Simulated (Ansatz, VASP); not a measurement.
# SnSe in VASP and in Ansatz

File INCAR:

```
SYSTEM = SnSe
PREC = Accurate ; ENCUT = 520
EDIFF = 1E-8 ; ISMEAR = -1
SIGMA = 0.02 ; LREAL = .False.
LASPH = .True. ; NELM = 60
ALGO = Normal ; ISIF = 2
LWAVE = .False. ; LCHARG = .False.
GGA = PE ; LEFG = .True.
NBANDS = 17
```

File KPOINTS:

```
Automatic mesh
0
Gamma
  9 9 9
  0 0 0
```

The input POSCAR:

```
SnSe
1.0
    0.0000000000      2.9999330352      2.9999330352
    2.9999330352      0.0000000000      2.9999330352
    2.9999330352      2.9999330352      0.0000000000
Sn Se
1 1
Direct
    0.0000000000      0.0000000000      0.0000000000
    0.5000000000      0.5000000000      0.5000000000
```

Input for Ansatz:

```yaml
crystal:
  lattice:
    - [0.0, 2.9999330352, 2.9999330352]
    - [2.9999330352, 0.0, 2.9999330352]
    - [2.9999330352, 2.9999330352, 0.0]
  atoms:
    - { symbol: Sn, position: [0.0, 0.0, 0.0] }
    - { symbol: Se, position: [0.5, 0.5, 0.5] }
kpoints:
  mp_grid: { grid: [9, 9, 9] }
scf:
  occupations: { method: fermi_dirac, width: 0.02 }
hamiltonian:
  xc: pbe
  pseudopotentials: { kind: all_electron, datasets: crystal }
output:
  forces: true
  stress: true
  eigenvalues: true
  efg: { contact_densities: true }
```

Change from the starting cell: volume scaled by 0.99, crystal datasets.

Alike in both runs: task electric field gradients; functional PBE; k mesh 9 × 9 × 9; occupations fermi-dirac, width 0.02 eV; no spin polarisation.

|  | VASP | Ansatz |
| --- | --- | --- |
| version | VASP 6.6.1 | Ansatz 0.2.0 |
| potentials or method | VASP PAW PBE potentials, release 64 (Sn_d, Se) | all-electron PAW with datasets made for the crystal, scalar-relativistic |
| plane-wave cutoff (eV) | 520 | see its input |

```tsv
	VASP	Ansatz	Ansatz less VASP
pressure (GPa)	1.6	1.6	-0.01
Vzz of the field gradient on the site that differs most (V/Å²)	0.0	0.0	0.00
```

Ansatz ran all-electron here, so the differences hold the error of VASP's frozen core and of both bases. Ansatz warned: «gradients_without_spin_orbit».
